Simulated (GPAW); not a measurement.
# AlN (P6_3mc) in GPAW: notebook

Aim: see how the results for AlN move with the level of theory and the settings. Levels: LDA, PBEsol, PBE. Tasks: single point.

Everything below comes from runs of GPAW 26.7.0. Logs are shortened: lines on timing, memory, paths and dates and some standing lists are left out, and cuts for length are marked. The log counts tension as positive stress, the text compression.

**The experiment to reproduce.**

From “Structural and optical properties of self-assembled AlN nanowires grown on SiO2/Si substrates by molecular beam epitaxy”, 2024, arxiv:2402.00216, for a bulk crystal of AlN at 0 K: band gap 6.0343 eV (an exciton energy, a little under the gap).

From “Self-assembly of well-separated AlN nanowires directly on sputtered metallic TiN films”, 2019, arxiv:1910.07391, for a bulk crystal of AlN at 10 K: band gap 6.034 eV (an exciton energy, a little under the gap).

How close the calculation comes is told below.

## 1. The crystal as given

It takes space group P6_3mc (No. 186, hexagonal). The conventional cell has a = 3.113 Å, b = 3.113 Å, c = 4.981 Å, α = 90.00°, β = 90.00°, γ = 120.00°. Al (site symmetry 3m) has 4 N at 1.89 Å as nearest neighbours. N (site symmetry 3m) is surrounded by 4 Al at 1.89 Å.

## 2. Single point, LDA

Input file run.py:

```python
from ase.dft.bandgap import bandgap
from ase.io import write
from ase.spacegroup import crystal
from ase.units import GPa
from gpaw import GPAW, PW

# Al 2b
# N 2b
atoms = crystal(['Al', 'N'],
                basis=[[0.6666666667, 0.3333333333, 0.5],
                       [0.6666666667, 0.3333333333, 0.88]],
                spacegroup=186, setting=1,  # P6_3mc
                cellpar=[3.113, 3.113, 4.981, 90.0, 90.0, 120.0],
                primitive_cell=True)

calc = GPAW(mode=PW(600),
            xc='LDA',
            kpts={'size': (8, 8, 5), 'gamma': True},
            occupations={'name': 'fermi-dirac', 'width': 0.01},
            nbands=18,
            convergence={'density': 1e-05, 'energy': 1e-05},
            maxiter=150,
            txt='gpaw.txt')
atoms.calc = calc
energy = atoms.get_potential_energy()
forces = atoms.get_forces()
stress = atoms.get_stress()
calc.write('gs.gpw')
write('result.traj', atoms)
print(f'Energy: {energy:.6f} eV')
print('Forces (eV/A):')
print(forces.round(4))
print('Stress (GPa):', (stress / GPa).round(3))
print('Fermi level:', round(calc.get_fermi_level(), 4), 'eV')
print(f'Gap: {bandgap(calc)[0]:.4f} eV, direct: {bandgap(calc, direct=True)[0]:.4f} eV')
```

Potentials or basis: the program's PAW data sets (release 1.2.1) made for this functional, pw.

Command:

```sh
$ OMP_NUM_THREADS=1 python run.py
```

gpaw.txt:

```text
__  _  _
 | _ |_)|_||  |
 |__||  | ||/\| - 26.7.0

Input parameters:
  mode=PW(ecut=600.0),
  convergence={'density': 1e-05, 'energy': 1e-05},
  kpts=MonkhorstPack(size=(8, 8, 5), gamma=True),
  maxiter=150,
  nbands=18,
  occupations=Occupations(name='fermi-dirac', width=0.01),
  xc=XC(name='LDA')

Diagonalizing LCAO Hamiltonian
Converting LCAO to pw mode

           N

           Al
        N

        Al

Atoms  # Å, Bohr magnetons
|   | symbol |         x |        y |        z |    initial magnetic moments |
|---|--------|-----------|----------|----------|-----------------------------|
| 0 |     Al |  1.556500 | 0.898646 | 2.490500 | ( 0.0000,  0.0000,  0.0000) |
| 1 |     Al | -0.000000 | 1.797291 | 0.000000 | ( 0.0000,  0.0000,  0.0000) |
| 2 |      N |  1.556500 | 0.898646 | 4.383280 | ( 0.0000,  0.0000,  0.0000) |
| 3 |      N | -0.000000 | 1.797291 | 1.892780 | ( 0.0000,  0.0000,  0.0000) |

Unit cell  # Å
| periodic |         x |        y |        z |  lengths |     angles |
|----------|-----------|----------|----------|----------|------------|
|      yes |  3.113000 | 0.000000 | 0.000000 | 3.113000 |  90.000000 |
|      yes | -1.556500 | 2.695937 | 0.000000 | 3.113000 |  90.000000 |
|      yes |  0.000000 | 0.000000 | 4.981000 | 4.981000 | 120.000000 |

Number of symmetries: 6
Symmetry operations  # r_c * U_cc + t_c -> r_c
|   | kind |            matrix            |
|---|------|------------------------------|
| 0 |  σ   |  1, 1, 0,  0,-1, 0,  0, 0, 1 |
| 1 |  E   |  1, 0, 0,  0, 1, 0,  0, 0, 1 |
| 2 |  C3  |  0, 1, 0, -1,-1, 0,  0, 0, 1 |
| 3 |  σ   |  0,-1, 0, -1, 0, 0,  0, 0, 1 |
| 4 |  σ   | -1, 0, 0,  1, 1, 0,  0, 0, 1 |
| 5 |  C3  | -1,-1, 0,  1, 0, 0,  0, 0, 1 |

BZ-sampling:
  Number of BZ points: 320
  Number of IBZ points: 40

  Monkhorst-Pack size: [8, 8, 5]
  Monkhorst-Pack shift: [0.0625, 0.0625, 0.0]

K-points  # in reciprocal-cell coordinates
|     |                                coordinates |     weight |
|-----|--------------------------------------------|------------|
|   0 | (  0.00000000,   0.00000000,   0.00000000) | 0.00312500 |
|   1 | (  0.00000000,   0.00000000,   0.20000000) | 0.00625000 |
|   2 | (  0.00000000,   0.00000000,   0.40000000) | 0.00625000 |
|   3 | (  0.12500000,   0.00000000,  -0.40000000) | 0.01875000 |
|   4 | (  0.12500000,   0.00000000,  -0.20000000) | 0.01875000 |
|   5 | (  0.12500000,   0.00000000,   0.00000000) | 0.01875000 |
|   6 | (  0.12500000,   0.00000000,   0.20000000) | 0.01875000 |
|   7 | (  0.12500000,   0.00000000,   0.40000000) | 0.01875000 |
|   8 | (  0.25000000,  -0.12500000,   0.00000000) | 0.01875000 |
|   9 | (  0.25000000,  -0.12500000,   0.20000000) | 0.03750000 |
| ... |                                            |            |
|  39 | (  0.50000000,   0.50000000,   0.40000000) | 0.01875000 |

Plane wave coefficients: 1418
Cutoff: 600.0 eV

Spin-components: 1 (collinear spins)
Bands:           18
Projectors:      20
Spin-degeneracy: 2
Datatype:        complex128

Density:
  Valence electrons: 16.0
  Components: 1
  Grid points: [18 18 30]
  Charge: 0.0  # |e|

Potential:
  Grid points: [18 18 30]

species:
  Al:
    name:    Aluminium
    Z:       13.0
    valence: 3
    core:    10
    charge:  0.0  # [|e|]
    compensation charges:
      type: gauss
      rc: 0.34  # [Å]
      lmax: 2
    cutoffs:
      filter: 1.91  # [Å]
      core: 2.36  # [Å]
    projectors
    | kind |    occ | energy [eV] | rcut [Å] |
    |------|--------|-------------|----------|
    |   3s |  2.000 |      -7.830 |    1.085 |
    |   3p |  1.000 |      -2.783 |    1.085 |
    |    s |        |      19.382 |    1.085 |
    |    p |        |      24.428 |    1.085 |
    |    d |        |       0.000 |    1.085 |

    Using partial waves for Al as LCAO basis

  N:
    name:    Nitrogen
    Z:       7.0
    valence: 5
    core:    2
    charge:  0.0  # [|e|]
    compensation charges:
      type: gauss
      rc: 0.18  # [Å]
      lmax: 2
    cutoffs:
      filter: 1.11  # [Å]
      core: 0.96  # [Å]
    projectors
    | kind |    occ | energy [eV] | rcut [Å] |
    |------|--------|-------------|----------|
    |   2s |  2.000 |     -18.420 |    0.603 |
    |   2p |  3.000 |      -7.237 |    0.529 |
    |    s |        |       8.791 |    0.603 |
    |    p |        |      19.974 |    0.529 |
    |    d |        |       0.000 |    0.577 |

    Using partial waves for N as LCAO basis

Reference energy: -16098.591502  # eV

eigensolver:
  PPCG
  Converge bands: occupied
  niter=2

density mixing:
  MSR1-Mixer
  Pratt-step length: 0.05
  Maximum mixing coefficient: 0.75
  Old densities: 10
  SVD Regularization: 0.005
  Good broyden scale: 1.0
  Trust region scale: 1.0
  Backstep threshold: 4.0
  History deletion threshold: 6.0
  Fourier metric: weight=20.0, sigma=0.015

occupation numbers:
  Fermi-Dirac:
    width: 0.0100  # eV

poisson solver:
  ecut: 4800.0  # eV

xc functional:
  name: None

convergence criteria:
- Maximum integral of absolute [dens]ity change: 1e-05 electrons / valence electron
- Maximum [total energy] change in last 3 cyles: 1e-05 eV / valence electron
- Maximum integral of absolute [eigenst]ate change: 4e-08 eV^2 / valence electron
maximum number of iterations: 150

SCF iterations
|iter     | |      energy | eigst |  dens |
|---------|-|-------------|-------|-------|
|iter:   1| |  -36.638673 | -0.27 |       |
|iter:   2| |  -35.600108 | -2.05 | -0.55 |
|iter:   3| |  -32.525937 | -0.78 | -0.61 |
|iter:   4| |  -32.503004 | -2.97 | -1.25 |
|iter:   5| |  -32.499253 | -3.56 | -1.57 |
|iter:   6| |  -32.499306 | -5.87 | -2.74 |
|iter:   7| |  -32.499316c| -6.57 | -3.15 |
|iter:   8| |  -32.499316c| -7.90c| -4.31 |
|iter:   9| |  -32.499316c| -7.58c| -4.60 |
|iter:  10| |  -32.499316c| -8.56c| -5.12c|

Converged in 10 steps
Energy contributions relative to reference atoms: (reference = -16098.591502)

Energy contributions:
  Kinetic:          32.155730
  Coulomb:         -27.307257
  Zero:             -0.041873
  External:          0.000000
  Xc:              -37.305916
  Entropy:          -0.000000
  Spinorbit:         0.000000
  ----------------------------
  Free energy:     -32.499316
  Extrapolated:    -32.499316

dipole moment: (-0.000000, -0.000001, -6.848917)  # |e|*Ang

Fermi level: 6.282
Eigenvalues  # (at kpt = [0.000, 0.000, 0.000])
| band index |      eig [eV] | occ [0-2] |
|------------|---------------|-----------|
|          0 |        -9.184 |     2.000 |
|          1 |        -6.967 |     2.000 |
|          2 |        -0.185 |     2.000 |
|          3 |         5.018 |     2.000 |
|          4 |         5.018 |     2.000 |
|          5 |         5.672 |     2.000 |
|          6 |         5.672 |     2.000 |
|          7 |         5.855 |     2.000 |
|          8 |        10.100 |     0.000 |
|          9 |        12.405 |     0.000 |
|         10 |        16.363 |     0.000 |
|         11 |        16.823 |     0.000 |
|         12 |        16.823 |     0.000 |
|         13 |        18.788 |     0.000 |
|         14 |        18.817 |     0.000 |
|         15 |        18.817 |     0.000 |
|        ... |               |           |
|         17 |        20.534 |     0.000 |

Gap: 4.245 eV
Transition (v -> c):
  (s=0, k=0, n=7, [0.00, 0.00, 0.00]) -> (s=0, k=0, n=8, [0.00, 0.00, 0.00])
No difference between direct/indirect transitions

Forces  # eV/Ang
|        x |        y |        z |
|----------|----------|----------|
|  0.00000 |  0.00000 | -0.11974 |  # Al   0
| -0.00000 |  0.00000 | -0.11977 |  # Al   1
| -0.00000 |  0.00000 |  0.11916 |  # N    2
|  0.00000 | -0.00000 |  0.11924 |  # N    3

Stress tensor  # eV/Ang^3
|         x |         y |        z |
|-----------|-----------|----------|
|  0.069864 | -0.000000 | 0.000000 |
| -0.000000 |  0.069864 | 0.000000 |
|  0.000000 |  0.000000 | 0.059469 |

# Writing to gs.gpw (mode='')
```

stdout:

```text
Energy: -32.499316 eV
Forces (eV/A):
[[ 0.      0.     -0.1197]
 [-0.      0.     -0.1198]
 [-0.      0.      0.1192]
 [ 0.     -0.      0.1192]]
Stress (GPa): [11.193 11.193  9.528  0.     0.    -0.   ]
Fermi level: 6.2817 eV
Gap: 4.2451 eV, direct: 4.2451 eV
```

Run time: 21 s. Hardware: 1 thread of Arm Neoverse V1, shared host; peak memory 0.16 GiB.

Results:

| Quantity | Value |
| --- | --- |
| Free energy | -32.4993 eV |
| Pressure | -10.6 GPa |
| Largest force | 0.120 eV/Å |
| Band gap on the k mesh | 4.25 eV, direct |

Forces on the atoms (eV/Å):
```
Al   0.000  0.000 -0.120
Al   0.000  0.000 -0.120
N    0.000  0.000  0.119
N    0.000  0.000  0.119
```

Caveat: the cutoff is short for stress and forces, so pressures can be off by a GPa or more.

## 3. Single point, PBEsol

Input file run.py:

```python
from ase.dft.bandgap import bandgap
from ase.io import read, write
from ase.units import GPa
from gpaw import GPAW, PW, setup_paths

setup_paths.insert(0, '.')

atoms = read('AlN.cif')

calc = GPAW(mode=PW(550),
            xc='PBEsol',
            kpts={'size': (8, 8, 5), 'gamma': True},
            occupations={'name': 'fermi-dirac', 'width': 0.01},
            nbands=18,
            convergence={'density': 1e-05, 'energy': 1e-05},
            maxiter=150,
            txt='gpaw.txt')
atoms.calc = calc
energy = atoms.get_potential_energy()
forces = atoms.get_forces()
stress = atoms.get_stress()
calc.write('gs.gpw')
write('result.traj', atoms)
print(f'Energy: {energy:.6f} eV')
print('Forces (eV/A):')
print(forces.round(4))
print('Stress (GPa):', (stress / GPa).round(3))
print('Fermi level:', round(calc.get_fermi_level(), 4), 'eV')
print(f'Gap: {bandgap(calc)[0]:.4f} eV, direct: {bandgap(calc, direct=True)[0]:.4f} eV')
```

Input file AlN.cif:

```cif
data_AlN
_cell_length_a 3.11300000
_cell_length_b 3.11300000
_cell_length_c 4.98100000
_cell_angle_alpha 90.00000000
_cell_angle_beta 90.00000000
_cell_angle_gamma 120.00000000
_space_group_name_H-M_alt 'P6_3mc'
_space_group_name_Hall 'P 6c -2c'
_space_group_IT_number 186
loop_
_space_group_symop_operation_xyz
'x,y,z'
'x-y,x,z+1/2'
'-y,x-y,z'
'-x,-y,z+1/2'
'-x+y,-x,z'
'y,-x+y,z+1/2'
'y,x,z+1/2'
'x,x-y,z'
'x-y,-y,z+1/2'
'-y,-x,z'
'-x,-x+y,z+1/2'
'-x+y,y,z'
loop_
_atom_site_label
_atom_site_type_symbol
_atom_site_symmetry_multiplicity
_atom_site_Wyckoff_symbol
_atom_site_fract_x
_atom_site_fract_y
_atom_site_fract_z
_atom_site_occupancy
Al1 Al 2 b 0.6666666667 0.3333333333 0.5000000000 1
N1 N 2 b 0.6666666667 0.3333333333 0.8800000000 1
```

Potentials or basis: PAW data sets generated in the run's folder for this functional, pw.

Command:

```sh
$ gpaw-setup -f PBEsol Al N
$ OMP_NUM_THREADS=1 python run.py
```

It took 23 s on 1 thread of Arm Neoverse V1, shared host; peak memory 0.16 GiB.

These settings aren't checked as converged: the numbers below hold their error.

What came out:

```yaml
Free_energy: -30.5872 eV
Pressure: -9.8 GPa
Largest_force: 0.152 eV/Å
Band_gap_on_the_k_mesh: 4.10 eV, direct
```

Caveat: the cutoff is short for stress and forces, so pressures can be off by a GPa or more.

## 4. Single point, PBE

Edit run.py of step 3 so:

```diff
@@ -3,10 +3,8 @@
 from ase.units import GPa
-from gpaw import GPAW, PW, setup_paths
+from gpaw import GPAW, PW
 
-setup_paths.insert(0, '.')
+atoms = read('POSCAR')
 
-atoms = read('AlN.cif')
-
-calc = GPAW(mode=PW(550),
-            xc='PBEsol',
+calc = GPAW(mode=PW(650),
+            xc='PBE',
             kpts={'size': (8, 8, 5), 'gamma': True},
```

Input file POSCAR:

```
AlN
1.0
    3.1130000000      0.0000000000      0.0000000000
   -1.5565000000      2.6959370820      0.0000000000
    0.0000000000      0.0000000000      4.9810000000
Al N
2 2
Direct
    0.6666666667      0.3333333333      0.5000000000
    0.3333333333      0.6666666667      0.0000000000
    0.6666666667      0.3333333333      0.8800000000
    0.3333333333      0.6666666667      0.3800000000
```

Potentials or basis: GPAW PAW data sets (gpaw-data 1.2.1), pw.

Command:

```sh
$ OMP_NUM_THREADS=1 python run.py
```

It took 16 s on 1 thread of Arm Neoverse V2, shared host; peak memory 0.17 GiB.

The run converged. Its results:

```
Free energy            : -29.5457 eV
Pressure               : 1.3 GPa
Largest force          : 0.133 eV/Å
Band gap on the k mesh : 4.22 eV, direct
```

Forces on the atoms (eV/Å):
```
Al   0.000  0.000 -0.133
Al   0.000  0.000 -0.133
N    0.000  0.000  0.133
N    0.000  0.000  0.133
```

Stress tensor (GPa, compression positive):
```
0.76 0.00 0.00
0.00 0.76 0.00
0.00 0.00 2.32
```

Levels at points of the mesh, in eV from the valence-band top:
| k point | band 4 | band 5 | band 6 | band 7 | band 8 | band 9 | band 10 | band 11 | band 12 | band 13 |
| --- | --- | --- | --- | --- | --- | --- | --- | --- | --- | --- |
| (0.00, 0.00, 0.00) | -0.84 | -0.84 | -0.18 | -0.18 | 0.00 | 4.22 | 6.66 | 10.62 | 11.16 | 11.16 |
| (0.50, 0.50, 0.00) | -4.14 | -3.34 | -2.07 | -1.78 | -0.66 | 5.80 | 5.82 | 8.21 | 10.30 | 10.90 |

Caveat: the cutoff is short for stress and forces, so pressures can be off by a GPa or more.

## 5. Single point, PBE

Edit run.py of step 4 so:

```diff
@@ -3,7 +3,9 @@
 from ase.units import GPa
-from gpaw import GPAW, PW
+from gpaw import GPAW, PW, setup_paths
 
-atoms = read('POSCAR')
+setup_paths.insert(0, '.')
 
-calc = GPAW(mode=PW(650),
+atoms = read('AlN.xyz')
+
+calc = GPAW(mode=PW(600),
             xc='PBE',
```

Input file AlN.xyz:

```xyz
4
Lattice="3.1130000000 0.0000000000 0.0000000000 -1.5565000000 2.6959370820 0.0000000000 0.0000000000 0.0000000000 4.9810000000" Properties=species:S:1:pos:R:3 pbc="T T T"
Al     1.5565000002      0.8986456939      2.4905000000
Al    -0.0000000002      1.7972913881      0.0000000000
N      1.5565000002      0.8986456939      4.3832800000
N     -0.0000000002      1.7972913881      1.8927800000
```

Potentials or basis: PAW data sets generated in the run's folder for this functional, pw.

Command:

```sh
$ gpaw-setup -f PBE Al N
$ OMP_NUM_THREADS=1 python run.py
```

It took 24 s on 1 thread of Arm Neoverse V1, shared host; peak memory 0.16 GiB.

Results (log left out):

```yaml
Free_energy: -29.3690 eV
Pressure: -1.6 GPa
Largest_force: 0.133 eV/Å
Band_gap_on_the_k_mesh: 4.20 eV, direct
```

Forces in eV/Å, atoms in the order of the input:
```
Al   0.000  0.000 -0.133
Al   0.000  0.000 -0.133
N    0.000  0.000  0.133
N    0.000  0.000  0.133
```

Stress tensor (GPa, compression positive):
```
-2.13  0.00  0.00
 0.00 -2.13  0.00
 0.00  0.00 -0.58
```

Levels at points of the mesh, in eV from the valence-band top:
```
           k point  band 5  band 6  band 7  band 8  band 9  band 10  band 11  band 12
(0.00, 0.00, 0.00)   -0.83   -0.18   -0.18    0.00    4.20     6.65    10.62    11.15
(0.50, 0.50, 0.00)   -3.34   -2.07   -1.78   -0.66    5.80     5.81     8.19    10.30
```

Caveat: the cutoff is short for stress and forces, so pressures can be off by a GPa or more.

## 6. Summary

```csv
level,potentials or basis,cutoff (eV),gap on the mesh (eV),pressure (GPa),largest force (eV/Å)
LDA,"the program's PAW data sets (release 1.2.1) made for this functional, pw",600,4.25,-10.6,0.12
PBE,"GPAW PAW data sets (gpaw-data 1.2.1), pw",650,4.22,1.3,0.13
PBE,"PAW data sets generated in the run's folder for this functional, pw",600,4.20,-1.6,0.13
```

Alike in all rows: task single point; no spin polarisation; cell as given; k mesh 8 × 8 × 5; smearing fermi-dirac 0.01 eV.

Caveats: the cutoff is short for stress and forces, so pressures can be off by a GPa or more.

Absolute energies hang on the potentials; compare differences alone.

## 7. Against experiment

Step 2. A measured gap of AlN is 6.0343 eV (an exciton energy, a little under the gap; 0 K; quoted in “Structural and optical properties of self-assembled AlN nanowires grown on SiO2/Si substrates by molecular beam epitaxy”, 2024, arxiv:2402.00216); the calculated 4.25 eV misses it by -1.79 eV. 2 values of this kind are on record (6.034 to 6.0343 eV); this one was drawn at random. The value is that of LDA, without temperature or zero-point motion. Semilocal functionals fall short of measured gaps as a rule.

Step 4. Against the measured gap of AlN, 6.034 eV (an exciton energy, a little under the gap; 10 K; quoted in “Self-assembly of well-separated AlN nanowires directly on sputtered metallic TiN films”, 2019, arxiv:1910.07391), the calculated 4.22 eV is off by -1.82 eV. 2 values of this kind are on record (6.034 to 6.0343 eV); this one was drawn at random. The value is that of PBE, without temperature or zero-point motion. Semilocal functionals fall short of measured gaps as a rule.

Step 5. Measured gap of AlN: 6.034 eV (an exciton energy, a little under the gap; 10 K; quoted in “Self-assembly of well-separated AlN nanowires directly on sputtered metallic TiN films”, 2019, arxiv:1910.07391). This calculation gives 4.20 eV (-1.84 eV). 2 values of this kind are on record (6.034 to 6.0343 eV); this one was drawn at random. The value is that of PBE, without temperature or zero-point motion. Semilocal functionals fall short of measured gaps as a rule.
